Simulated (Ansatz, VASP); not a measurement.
**Zr in VASP and in Ansatz**

```xyz
1
Lattice="0.0000 2.2399 2.2399 2.2399 0.0000 2.2399 2.2399 2.2399 0.0000" Properties=species:S:1:pos:R:3 pbc="T T T"
Zr    0.0000    0.0000    0.0000
```

Change from the starting cell: volume scaled by 0.98.

Alike in both runs: task single point; functional PBE; k mesh 10 × 10 × 10; occupations fermi-dirac, width 0.05 eV; no spin polarisation.

```csv
,VASP,Ansatz
version,VASP 6.6.1,Ansatz 0.2.0
potentials or method,"VASP PAW PBE potentials, release 64 (Zr_sv), cutoff 520 eV","all-electron LAPW, scalar-relativistic"
```

|  | VASP | Ansatz | Ansatz less VASP |
| --- | --- | --- | --- |
| gap on the k mesh at the Fermi level (eV) | none | none | - |
| pressure (GPa) | 3.2 | 3.2 | 0.00 |

A gap of «none» marks a metal or a gap that the smearing closes. Ansatz ran all-electron here, so the differences hold the error of VASP's frozen core and of both bases.
